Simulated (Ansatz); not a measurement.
## Li on Mg(0001), fcc start, 2x2 cell: photoemission fingerprints

Aim: how the adsorbate changes the work function, the valence spectrum and the core levels in Li on Mg(0001), fcc start, 2x2 cell.

Method: DFT, PBE, plane-wave PAW, default files, scalar-relativistic, in Ansatz 0.2.0.

This is a report of a sequence of runs, with most program output left out.

### Step 1. The starting structure

The cell holds 4 atoms: 4 Mg. Cell: a = 3.190 Å, b = 3.190 Å, c = 22.785 Å, α = 90.0°, β = 90.0°, γ = 60.0°. It derives from Mg. Vacuum lies along c.

### Step 2. The clean face

The clean face is the reference for what the added atoms change.

Contents of input.yaml:

```yaml
crystal:
  lattice:
    - [3.19, 0.0, 0.0]
    - [1.595, 2.7626210381, 0.0]
    - [0.0, 0.0, 22.785]
  atoms:
    - { symbol: Mg, position: [0.0, 0.0, 0.670836076] }
    - { symbol: Mg, position: [0.666666667, 0.666666667, 0.556945359] }
    - { symbol: Mg, position: [0.0, 0.0, 0.443054641] }
    - { symbol: Mg, position: [0.666666667, 0.666666667, 0.329163924] }
kpoints:
  mp_grid: { grid: [18, 18, 1] }
scf:
  occupations: { method: fermi_dirac, width: 0.05 }
  n_extra_bands: 12
hamiltonian:
  xc: pbe
  pseudopotentials: { kind: paw }
output:
  forces: true
  write_potential: true
  volumetric_format: []
  dos:
    projected: true
    de: 0.05
    e_range: [-30, 12]
    method: { smearing: { sigma: 0.1, scheme: gaussian } }
efield:
  axis: 3
  dipole_correction: true
relax:
  f_tol: 0.03
  max_steps: 50
  constraints: [{ sites: [2, 3] }]
```

On the command line:

```bash
ansatz run input.yaml --threads 8 --pin off --max-ram 20480MiB --backend cpu --events-out ev --progress --plain --runs-dir out
```

Elapsed: 4.9 s, on 8 threads of Intel Xeon at 2.60GHz (Ice Lake), shared host; peak memory 0.77 GiB.

Step by step:

```
step  energy less that of the first step (eV)  largest force component (eV/Å)
   1                                   0.0000                          0.0497
   2                                  -0.0009                          0.0137
```

Forces are held to the 6 operations that the run works with; a distortion that breaks them can't arise in this run.

The atoms that moved most (Å):

```
atom     dx     dy     dz  length
 Mg1  0.000  0.000  0.030   0.030
```

The relaxed structure:

```xyz
4
Lattice="3.1900 0.0000 0.0000 1.5950 2.7626 0.0000 0.0000 0.0000 22.7850" Properties=species:S:1:pos:R:3
Mg    0.0000    0.0000   15.3150
Mg    3.1900    1.8417   12.6932
Mg    0.0000    0.0000   10.0950
Mg    3.1900    1.8417    7.5000
```

This step gave:

| Quantity | Value |
| --- | --- |
| free energy | -7694.6103 eV |
| energy at zero smearing | -7694.6021 eV |
| smearing term TS | 0.01646 eV |
| Fermi energy | 0.5929 eV |
| symmetry operations | 6 |
| zero of energy | Fermi level |
| share of occupied states in no projected shell | 0.2668 of the occupied states in the window |
| DOS at the Fermi level | 2.031 states/eV/cell |
| work function, upper face | 3.757 eV |
| work function, lower face | 3.760 eV |

This run's widths, added to any smearing of the DOS itself: Gaussian 0.6 eV, Lorentzian 0.05 eV plus 0.08 an eV of depth. The intensity by binding energy, zero at the Fermi level; values in % of the maximum within 13 eV:

```
binding energy (eV)  21.2 eV  60 eV  1486.7 eV  5414.7 eV
               -1.0     1.93   1.91       1.72       1.68
               -0.5     6.27   6.70       4.73       4.45
                0.0     47.1   52.8       31.0       28.1
                0.5     87.0   95.5       60.6       55.9
                1.0     97.3   99.7       80.7       77.7
                1.5     94.9   92.0       89.0       87.9
                2.0     99.4   93.1       98.5       98.3
                2.5     93.9   86.6       95.8       96.1
                3.0     84.2   77.1       87.2       87.7
                3.5     78.1   71.0       81.8       82.5
                4.0     74.2   67.0       78.5       79.2
                4.5     64.2   57.2       68.4       69.1
                5.0     52.7   46.2       56.6       57.3
                5.5     44.2   38.3       47.7       48.3
                6.0     30.9   26.3       33.5       34.0
                6.5     17.6   14.8       19.1       19.4
                7.0     7.24   6.13       7.84       7.96
                7.5     3.25   2.80       3.49       3.54
                8.0     1.97   1.72       2.11       2.13
```

The planar mean, electrostatic potential oscillates, so the rows of the table below give means over windows of 1 Å about each position, cut where the curve ends. Its maxima inside the range that stand out by 2 % of the span (Å: eV): 8.8: 0.937, 11.4: 0.989, 14.0: 1.01. Its minima: 7.5: -11.8, 10.1: -11.8, 12.7: -11.8, 15.4: -11.8.

From the Fermi level. Planar mean, electrostatic potential against z; means over each step:

```
z (Å)  planar mean, electrostatic potential (eV)
    0                                       3.76
    1                                       3.76
    2                                       3.76
    3                                       3.76
    4                                       3.74
    5                                       3.58
    6                                       2.24
    7                                      -5.64
    8                                      -5.54
    9                                     -0.170
   10                                      -8.98
   11                                      -1.23
   12                                      -3.26
   13                                      -7.61
   14                                      0.309
   15                                      -7.57
   16                                      -3.40
   17                                       2.72
   18                                       3.64
   19                                       3.75
   20                                       3.76
   21                                       3.76
   22                                       3.76
```

The spectra weight each projected shell by its atomic cross section (Dirac–Hartree–Slater) and angular factor, for unpolarised light with the analyser at 45° from the beam. Broadening, on top of any smearing of the DOS itself: a Gaussian of 0.6 eV and a Lorentzian of 0.05 eV plus 0.08 times the binding energy (full widths), Fermi edge at 300 K. Each atom is damped by exp[−depth/(λ cos θ)], θ = 0° from the normal, λ from the universal curve. Curves are cut 10 eV under the photon energy, above any shell that the free atom's threshold puts out of reach, or at the lower edge of the window: 8.3 eV at 21.2 eV, 8.3 eV at 60 eV, 8.3 eV at 1486.7 eV and 8.3 eV at 5414.7 eV. Dipole terms alone, which is rough above 3 keV; no background, satellites or final-state effects.

How the area divides among the shells (%):

```
 shell  21.2 eV  60 eV  1486.7 eV  5414.7 eV
 Mg 3s     86.5   80.4       97.0       99.0
Mg 3p*     13.5   19.6        2.9        1.0
```

At the Fermi level the DOS is 2.03 states/eV a cell.

### Step 3. Relaxation

System of this step: LiMg16. The cell holds 17 atoms: 1 Li and 16 Mg. Its edges and angles: a = 6.380 Å, b = 6.380 Å, c = 24.435 Å, α = 90.0°, β = 90.0°, γ = 60.0°. It derives from Mg. How the cell was made: adsorbate; added: Li; site: fcc; coverage 0.25 monolayer; cell: 2x2; on one face. Regions: ad, 1 atom (1 Li); L1, 4 atoms (4 Mg); L2, 4 atoms (4 Mg); L3, 4 atoms (4 Mg); rest, 4 atoms (4 Mg). Vacuum lies along c.

The cut or typed positions aren't at rest, and spectra shift with geometry, so the relaxation comes first. 8 atoms are held to stand for the bulk. A dipole correction cancels the field between unlike faces.

Contents of input.yaml:

```yaml
crystal:
  lattice:
    - [6.38, 0.0, 0.0]
    - [3.19, 5.5252420761, 0.0]
    - [0.0, 0.0, 24.435]
  atoms:
    - { symbol: Li, position: [0.169508477, 0.166666667, 0.693063229] }
    - { symbol: Mg, position: [0.0, 0.0, 0.625537139] }
    - { symbol: Mg, position: [0.5, 0.0, 0.625537139] }
    - { symbol: Mg, position: [0.0, 0.5, 0.625537139] }
    - { symbol: Mg, position: [0.5, 0.5, 0.625537139] }
    - { symbol: Mg, position: [0.833333333, 0.333333333, 0.519337017] }
    - { symbol: Mg, position: [0.333333333, 0.333333333, 0.519337017] }
    - { symbol: Mg, position: [0.833333333, 0.833333333, 0.519337017] }
    - { symbol: Mg, position: [0.333333333, 0.833333333, 0.519337017] }
    - { symbol: Mg, position: [0.0, 0.0, 0.413136894] }
    - { symbol: Mg, position: [0.5, 0.0, 0.413136894] }
    - { symbol: Mg, position: [0.0, 0.5, 0.413136894] }
    - { symbol: Mg, position: [0.5, 0.5, 0.413136894] }
    - { symbol: Mg, position: [0.833333333, 0.333333333, 0.306936771] }
    - { symbol: Mg, position: [0.333333333, 0.333333333, 0.306936771] }
    - { symbol: Mg, position: [0.833333333, 0.833333333, 0.306936771] }
    - { symbol: Mg, position: [0.333333333, 0.833333333, 0.306936771] }
kpoints:
  mp_grid: { grid: [6, 6, 1] }
scf:
  occupations: { method: fermi_dirac, width: 0.05 }
  n_extra_bands: 14
hamiltonian:
  xc: pbe
  pseudopotentials: { kind: paw }
output:
  forces: true
  write_potential: true
  volumetric_format: []
efield:
  axis: 3
  dipole_correction: true
relax:
  f_tol: 0.03
  max_steps: 45
  constraints: [{ sites: [9, 10, 11, 12, 13, 14, 15, 16] }]
```

Run time: 52 s. Hardware: 8 threads; peak memory 3.5 GiB; 6.6 min of CPU time.

Relaxation path:

```
step  energy less that of the first step (eV)  largest force component (eV/Å)
   1                                   0.0000                          1.8402
   2                                  -0.3884                          0.8215
   3                                  -0.5146                          0.2742
   4                                  -0.5442                          0.0127
   5                                  -0.5442                          0.0126
```

The atoms that moved most (Å):

```
atom      dx      dy      dz  length
 Li1  -0.005   0.000   0.590   0.590
 Mg5   0.000   0.000   0.215   0.215
 Mg3   0.019  -0.011  -0.027   0.035
 Mg4   0.000   0.020  -0.024   0.032
 Mg2  -0.016  -0.010  -0.021   0.029
 Mg8   0.001   0.000  -0.014   0.014
 Mg6  -0.007   0.004   0.010   0.013
 Mg9   0.000  -0.008   0.010   0.013
```

Numbers from this step:

```yaml
free_energy: -30982.9049 eV
energy_at_zero_smearing: -30982.8667 eV
smearing_term_ts: 0.07640 eV
fermi_energy: 0.8613 eV
symmetry_operations: 1
work_function_upper_face: 2.192 eV
work_function_lower_face: 3.707 eV
```

The relaxation ends 32 meV an atom lower, with a largest force component of 0.013 eV/Å on the free atoms. Between step 2 and this run (17 atoms) the value for the work function, upper face moves from 3.76 eV to 2.19 eV (-42 %).

### Step 4. Layer-resolved bands, DOS and potential

This is the main run. States are solved along the surface zone's path and weighed by where they lie along the normal, since photoemission sees the top layers. The cell holds 4 small cells, so the bands are unfolded.

Contents of input.yaml:

```yaml
crystal:
  lattice:
    - [6.38, 0.0, 0.0]
    - [3.19, 5.5252420761, 0.0]
    - [0.0, 0.0, 24.435]
  atoms:
    - { symbol: Li, position: [0.168801145, 0.1666519441, 0.7171988287] }
    - { symbol: Mg, position: [-0.0016994247, -0.0017649168, 0.6246586639] }
    - { symbol: Mg, position: [0.5039252734, -0.0019328214, 0.6244354321] }
    - { symbol: Mg, position: [-0.0017888842, 0.5037029383, 0.6245473169] }
    - { symbol: Mg, position: [0.4999762421, 0.4999966514, 0.6343429084] }
    - { symbol: Mg, position: [0.8318263102, 0.3340758906, 0.5197630142] }
    - { symbol: Mg, position: [0.3340654325, 0.3340924719, 0.5197001329] }
    - { symbol: Mg, position: [0.83343753, 0.8333355742, 0.518747498] }
    - { symbol: Mg, position: [0.3340585868, 0.8318338474, 0.5197309297] }
    - { symbol: Mg, position: [0.0, 0.0, 0.413136894] }
    - { symbol: Mg, position: [0.5, 0.0, 0.413136894] }
    - { symbol: Mg, position: [0.0, 0.5, 0.413136894] }
    - { symbol: Mg, position: [0.5, 0.5, 0.413136894] }
    - { symbol: Mg, position: [0.833333333, 0.333333333, 0.306936771] }
    - { symbol: Mg, position: [0.333333333, 0.333333333, 0.306936771] }
    - { symbol: Mg, position: [0.833333333, 0.833333333, 0.306936771] }
    - { symbol: Mg, position: [0.333333333, 0.833333333, 0.306936771] }
kpoints:
  mp_grid: { grid: [6, 6, 1] }
scf:
  occupations: { method: fermi_dirac, width: 0.05 }
  n_extra_bands: 25
hamiltonian:
  xc: pbe
  pseudopotentials: { kind: paw }
output:
  forces: true
  write_potential: true
  volumetric_format: []
  dos:
    projected:
      site_lists:
        adsorbate: [0]
        layer_1: [1, 2, 3, 4]
        layer_2: [5, 6, 7, 8]
        layer_3: [9, 10, 11, 12]
        other_layers: [13, 14, 15, 16]
    de: 0.05
    e_range: [-30, 12]
    method: { smearing: { sigma: 0.15, scheme: gaussian } }
  eigenstates:
    kpoints:
      - [0.33333333, -0.33333333, 0.0]
      - [0.25, -0.375, 0.0]
      - [0.16666667, -0.41666667, 0.0]
      - [0.08333333, -0.45833333, 0.0]
      - [0.0, 0.5, 0.0]
      - [-0.08333333, 0.45833333, 0.0]
      # [... 29 more points ...]
      - [0.25, 0.5, 0.0]
      - [0.29166667, -0.41666667, 0.0]
    e_range: [-8.0, 4.0]
    unfold:
      supercell_matrix: [[2, 0, 0], [0, 2, 0], [0, 0, 1]]
      layers:
        axis: 3
        edges: [0.143237, 0.427482, 0.427582, 0.572054, 0.572154, 0.880897]
efield:
  axis: 3
  dipole_correction: true
```

Wall time 52 s (8 threads); peak memory 5.1 GiB; 6.8 min of CPU time.

This step gave:

* Fermi energy: 0.8796 eV
* share of occupied states in no projected shell: 0.2649 of the occupied states in the window
* DOS at the Fermi level: 8.595 states/eV/cell

A(k,E), total over k along the path and E. Zero: Fermi level.

Values in eV⁻¹, 12 rows by 16 columns, each cell a mean:
```
1.85 2.00 2.19 0.86 0.94 1.51 1.78 1.74 1.26 0.86 1.59 1.04 1.17 0.99 1.77 2.16
2.01 2.94 1.45 0.74 0.77 0.93 0.79 0.86 0.93 0.79 1.25 1.43 1.48 1.85 1.73 1.79
1.77 1.67 0.80 0.48 0.89 0.77 0.61 0.62 0.90 0.64 0.93 1.66 0.92 0.56 1.86 1.89
3.67 1.12 0.61 0.81 0.31 0.43 0.84 0.71 0.24 0.63 0.58 1.31 1.71 1.80 1.08 3.36
1.34 0.97 0.61 0.46 0.81 0.84 0.51 0.66 0.94 0.50 0.77 1.07 1.84 1.99 2.64 1.79
0.31 0.88 0.76 0.67 0.56 0.26 0.59 0.44 0.21 0.86 0.49 0.79 1.98 2.08 1.02 0.13
0.05 0.95 0.81 0.65 0.54 0.95 0.89 0.92 0.92 0.33 0.80 1.18 0.43 0.13 0.07 0.04
0.03 0.12 1.10 0.75 0.79 0.18 0.21 0.18 0.37 0.88 0.91 0.69 0.05 0.04 0.03 0.02
0.02 0.03 0.44 1.16 0.65 0.96 0.97 0.97 0.79 0.88 1.03 0.11 0.02 0.02 0.02 0.02
0.01 0.01 0.04 0.59 1.22 0.98 0.74 0.85 1.08 1.12 0.23 0.02 0.01 0.01 0.01 0.01
0.01 0.01 0.01 0.04 0.47 1.05 1.27 1.17 0.93 0.13 0.02 0.01 0.01 0.01 0.01 0.01
0.01 0.01 0.01 0.01 0.03 0.08 0.15 0.12 0.05 0.02 0.01 0.01 0.01 0.01 0.01 0.01
```
Columns: k along the path (Å⁻¹) from 0 to 3.11; rows upwards: E (eV) from -7.7 to 3.28.

A(k,E), top over k along the path and E. Zero: Fermi level.

Ten even steps from '_' (0.00 eV⁻¹) to '@' (1.12 eV⁻¹), each cell a mean:
```
++==##==**----::--==--::::::--==--::====++==::--======****##
--%%******==::==--..::======--::::----**==::==......::%%%%--
%%**++%%----==::--==..........--==::::======------++##==++##
**++@@##--..--==..::++++**++++--..--==::--++--****==::::--**
::++==..::::__--##==..........::**++::..++--++........++%%--
@@**--::__--..__..++%%######%%**::____--::**++::--**%%**==%%
##++::..::__--::____....::::..____..--..__::--%%##==....**%%
++----..::..__----..____________::==..__--::--......--%%**++
__--::--__::..__::==--::....--==--____--....==##%%@@##==--__
__..::..::__--..____..------::..____::..__::::====----::____
____::..::..__--::______________..--..__::::------..________
____..--..--..__::--..______..----____::::::::______________
______::--..--______--======--..____::::..--________________
________--::..--..________________::::..==..________________
________..--::..--::__________..==::..--..__________________
__________..----__::==========--....--::____________________
____________..::--..__......____::--..______________________
______________..::==--......::==--....______________________
________________....::--====::....__________________________
____________________..::..::::..____________________________
____________________________________________________________
____________________________________________________________
```
Columns: k along the path (Å⁻¹) from 0 to 3.11; rows upwards: E (eV) from -7.7 to 3.28.

A(k,E), middle over k along the path and E. Zero: Fermi level.

Ten even steps from '_' (0.00 eV⁻¹) to '@' (1.98 eV⁻¹), each cell a mean:
```
::::--..--::________________________....::............::----
::==::::==::__________________________::......______..--==::
==::::++--____________________________::..........::--::::==
::..==++..____________________________..::::..::::........::
..::==..________________________________--..::________--++..
--++==..__..________..........________....--::....--==------
++**..__..__..______________________..____....==--::____::==
@@....__..____....________________..____..::::______..::==@@
..::__..__..______....______......____..__..--::::::--++++..
__....__..__..________......________..____..::::--++##==____
__....__..____....________________..____......##**--..______
____::..__..____....__________....____....__--______________
______--..__..______..........______....__::..______________
______..::____::__________________....__::::________________
________..::____::..____________::..__..::__________________
__________::....__..::::::::::..____..--..__________________
____________--....________________..::..____________________
______________--......________....::::______________________
________________--::............--..________________________
__________________..----------::____________________________
________________________..__________________________________
____________________________________________________________
```
Columns: k along the path (Å⁻¹) from 0 to 3.11; rows upwards: E (eV) from -7.7 to 3.28.

A(k,E), bottom over k along the path and E. Zero: Fermi level.

Values in eV⁻¹, 12 rows by 16 columns, each cell a mean:
```
0.70 0.74 0.87 0.28 0.21 0.34 0.43 0.41 0.25 0.24 0.54 0.40 0.57 0.45 0.61 0.81
0.66 1.21 0.53 0.21 0.26 0.30 0.23 0.26 0.30 0.25 0.45 0.56 0.59 0.74 0.69 0.58
0.73 0.63 0.30 0.14 0.20 0.18 0.17 0.16 0.21 0.14 0.35 0.68 0.34 0.21 0.67 0.74
1.49 0.43 0.25 0.34 0.12 0.10 0.19 0.17 0.06 0.26 0.24 0.50 0.59 0.61 0.43 1.44
0.51 0.37 0.25 0.19 0.34 0.35 0.20 0.27 0.39 0.21 0.32 0.41 0.82 0.93 1.11 0.64
0.11 0.37 0.27 0.28 0.24 0.11 0.25 0.19 0.09 0.36 0.19 0.30 0.74 0.74 0.36 0.04
0.02 0.36 0.34 0.23 0.23 0.41 0.38 0.39 0.39 0.12 0.28 0.50 0.15 0.05 0.02 0.01
0.01 0.04 0.44 0.30 0.28 0.07 0.09 0.07 0.13 0.31 0.40 0.25 0.02 0.01 0.01 0.01
0.01 0.01 0.15 0.49 0.27 0.34 0.34 0.35 0.28 0.40 0.39 0.04 0.01 0.01 0.01 0.01
0.00 0.00 0.01 0.20 0.50 0.45 0.34 0.39 0.49 0.42 0.08 0.01 0.00 0.00 0.00 0.00
0.00 0.00 0.01 0.01 0.16 0.37 0.48 0.43 0.33 0.05 0.01 0.00 0.00 0.00 0.00 0.00
0.00 0.00 0.00 0.01 0.01 0.03 0.05 0.04 0.02 0.01 0.00 0.00 0.00 0.00 0.00 0.00
```
Columns: k along the path (Å⁻¹) from 0 to 3.11; rows upwards: E (eV) from -7.7 to 3.28.

(Part 1 of 3 ends here.)

[Logs are printed without paths, hosts, clocks, repeated set-up lines and the standing remarks that a program may print on its own settings, such as how far it seeks lower states.]

[Hosts, paths, dates, database ids (printed as entryN), source tags and the programs' standing remarks are cut or masked in the printed files.]

[Maps of the electrostatic potential energy from Ansatz leave out the sawtooth potential of an applied field or a dipole correction, so their vacuum need not be flat; work functions include it.]
